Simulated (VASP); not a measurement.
**Be12H2S: single point with LDA**

The system is Be12H2S, a slab with vacuum.

```
Be S H
1.0
     4.58000    0.00000    0.00000
     2.29000    3.96640    0.00000
     0.00000    0.00000   15.58843
Be S H
12 1 2
Direct
  0.00000 0.00000 0.06415
  0.50000 0.00000 0.06415
  0.00000 0.50000 0.06415
  0.50000 0.50000 0.06415
  0.82895 0.34251 0.17521
  0.34380 0.32801 0.17759
  0.83015 0.83222 0.17904
  0.33393 0.84133 0.18012
  0.98662 0.01625 0.28461
  0.49661 0.99578 0.30365
  0.01954 0.48090 0.28353
  0.48795 0.50601 0.29649
  0.54301 0.69670 0.41441
  0.07422 0.22222 0.34511
  0.21580 0.87276 0.44271
```

The cell was built by a generator and needn't be a form met in nature.

```yaml
Program: VASP 6.6.1
Task: single point
Functional: LDA
Potentials_or_basis: VASP PAW LDA potentials, release 64 (Be, S, H)
Cutoff: 520 eV
k_mesh: 6 × 6 × 1
Occupations: fermi-dirac, width 0.15 eV
Spin: no spin polarisation
Dipole_correction: no
Further_INCAR_settings: LREAL = Auto; ALGO = Fast; EDIFF = 1e-07; NBANDS = 29
```

```yaml
Largest_force: 0.244 eV/Å
Band_gap_on_the_k_mesh: none (metal or under the smearing width)
```

Forces on the atoms (eV/Å):
```
Be  -0.046 -0.168 -0.064
Be   0.038 -0.109  0.126
Be   0.088  0.148 -0.173
Be  -0.064  0.141  0.077
Be  -0.005 -0.005 -0.017
Be   0.009  0.001  0.004
Be   0.007 -0.002  0.004
Be   0.000 -0.001 -0.008
Be  -0.021 -0.005  0.019
Be  -0.005 -0.005  0.018
Be  -0.020  0.005  0.013
Be   0.013  0.000  0.024
S   -0.048  0.023  0.003
H    0.000  0.013 -0.007
H    0.056 -0.035 -0.019
```

Levels at points of the mesh, in eV from the Fermi level:
| k point | band 13 | band 14 | band 15 | band 16 | band 17 | band 18 | band 19 | band 20 |
| --- | --- | --- | --- | --- | --- | --- | --- | --- |
| (0.00, 0.00, 0.00) | -2.05 | -1.93 | -1.86 | -1.85 | -0.97 | 2.20 | 2.47 | 2.70 |
| (0.50, 0.00, 0.00) | -2.03 | -0.94 | -0.38 | 0.04 | 0.71 | 2.48 | 2.83 | 3.01 |
| (0.50, 0.50, 0.00) | -1.47 | -1.26 | -0.51 | 0.39 | 1.08 | 1.36 | 2.81 | 3.11 |
| (0.00, 0.50, 0.00) | -1.76 | -1.00 | -0.40 | 0.13 | 0.85 | 1.85 | 2.57 | 3.02 |

Wall time 3.7 min on 1 thread of Intel(R) Xeon(R) 6975P-C (Granite Rapids), with other jobs on the host, peak memory 0.35 GiB.
